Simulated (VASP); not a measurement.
Write the native input for VASP 6.6.1 that does the following.

- Task: relaxation of cell and atoms
- Functional: PBE
- Potentials or basis: VASP PAW PBE potentials, release 64 (Sn_d, Te)
- Cutoff: 520 eV
- k mesh: 2 × 2 × 2
- Occupations: gaussian, width 0.02 eV
- Spin: no spin polarisation
- Further INCAR settings: ALGO = Fast; EDIFF = 1e-07; IBRION = 2; EDIFFG = -0.002; NSW = 80; ISIF = 3

The structure of SnTe lies in POSCAR:

```
SnTe                                    
1.0
   -0.0000000000      3.4028655801      3.4028655801
    3.4028655801     -0.0000000000      3.4028655801
    3.4028655801      3.4028655801     -0.0000000000
  Sn              Te            
     1     1
Direct
     0.0000000000000000    0.0000000000000000    0.0000000000000000
     0.5000000000000000    0.5000000000000000    0.5000000000000000
```

These files were run (other wordings do the same):

INCAR

```
PREC     = Accurate       # precision mode
ENCUT    = 520            # plane-wave cutoff, eV
EDIFF    = 1E-7           # SCF threshold, eV
ISMEAR   = 0              # smearing method
SIGMA    = 0.02           # smearing width, eV
LREAL    = False          # projectors in reciprocal space
LASPH    = True           # aspherical terms in the spheres
NELM     = 100            # most SCF steps
ALGO     = Fast           # electronic algorithm
ISIF     = 3              # what is computed and relaxed
LWAVE    = False          # write WAVECAR
LCHARG   = False          # write CHGCAR
GGA      = PE             # functional
IBRION   = 2              # ionic algorithm
NSW      = 80             # ionic steps
EDIFFG   = -0.002         # ionic threshold
```

KPOINTS

```
regular mesh
0
Gamma
  2 2 2
```

Potentials or basis: VASP PAW PBE potentials, release 64 (Sn_d, Te).

Launch:

```bash
$ cat potpaw_PBE.64/Sn_d/POTCAR potpaw_PBE.64/Te/POTCAR > POTCAR
$ mpirun -np 1 vasp_std > vasp.out
```

Results of the run:

| Property | Result |
| --- | --- |
| Relaxed volume | 39.39 Å³/atom |
| Relaxed cell | a = 4.812 Å, b = 4.812 Å, c = 4.812 Å, α = 60.00°, β = 60.00°, γ = 60.00° |
| Space group after relaxing (to 0.05 Å) | Fm-3m (No. 225) |
| Energy gained by relaxing | 0.0 meV/atom |
| Ionic steps | 2 |
| Pressure after relaxing | 0.0 GPa |
| Band gap on the k mesh | 0.27 eV, direct |

Caveat: the k mesh is coarse (spacing up to 0.80 Å⁻¹), so the values aren't converged; spin-orbit coupling is left out, which moves the levels of the heavy elements.

It took 17 s on 1 thread of Intel(R) Xeon(R) Platinum 8259CL CPU @ 2.50GHz (Skylake/Cascade Lake), on a shared host, peak memory 0.2 GiB.
